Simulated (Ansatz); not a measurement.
The system is Sn.

```
Sn
1.0
     0.00000    3.23334    3.23334
     3.23334    0.00000    3.23334
     3.23334    3.23334    0.00000
Sn
2
Cartesian
  4.8500 4.8500 4.8500
  3.2333 3.2333 3.2333
```

This isn't the form of Sn at room conditions, which is tetragonal (white tin).

Base run:

* Program: Ansatz 0.2.0
* Functional: revPBE
* Potentials or basis: Ansatz PAW
* Cutoff: 420 eV (not typed: the program's choice for these potentials)
* k mesh: 7 × 7 × 7
* Occupations: fermi-dirac, width 0.05 eV
* Spin: no spin polarisation

Its results: band gap on the k mesh none (metal or under the smearing width); pressure 4.8 GPa.

The run is repeated on the same cell with these changes: functional from revPBE to PBE; k mesh from 7 × 7 × 7 to 13 × 13 × 13. What comes out?

Band gap on the k mesh none (metal or under the smearing width); pressure 3.8 GPa.

Several settings changed at once, so the effect can't be laid on one alone.

Caveats: spin-orbit coupling is left out, which moves the levels of the heavy elements (some runs); the PAW data sets come from PBE, with cores solved anew for the run's functional, which leaves a small shift of forces and pressure (some runs).
